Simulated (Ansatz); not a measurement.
We consider zinc-blende ZnTe, described by PBEsol in Ansatz (PAW).

Numerical settings: plane-wave cutoff 520 eV, 10×10×10 k mesh, Fermi–Dirac smearing 0.01 eV, scalar-relativistic PAW data made under PBE.

Energies at three volumes about the minimum:

```csv
V (Å³/atom),E − E_lowest (meV/atom)
27.340,1.82
27.898,0.00
28.456,1.69
```

Task: Fit a parabola by hand: where is the minimum, what lattice constant follows, and what is the bulk modulus?

Result: Slopes: (0.00 − 1.82)/(27.898 − 27.340) = -3.262 and (1.69 − 0.00)/(28.456 − 27.898) = 3.029 meV/Å³. Curvature E″ = 2 × (3.029 − (-3.262))/(28.456 − 27.340) = 11.274 meV/Å⁶. From the middle of the first interval, the slope vanishes at V0 = 27.6190 − (-3.262)/11.274 = 27.908 Å³/atom. B = V0 E″ = 27.908 × 11.274 meV/Å³ × 0.1602 GPa per meV/Å³ = 50.4 GPa. With 8 atoms in the cube, a = (8 × 27.908)^(1/3) = 6.067 Å. The full Birch–Murnaghan fit to all volumes gives V0 = 27.897 Å³/atom and B0 = 50.4 GPa.

Measured, for comparison: bulk modulus 51 ± 3 GPa (room temperature, not corrected to a static lattice; as tabulated in Determination of phase transition pressures of ZnTe under quasihydrostatic …); lattice constant a 6.104 Å (room temperature, not corrected to a static lattice, our sources range from 6.089 to 6.104; as tabulated in Albrecht et al. (1997), arXiv:cond-mat/9706128). Computed (rounded) less measured: bulk modulus -1 % (inside the measured uncertainty).

Ansatz is an electronic-structure program.
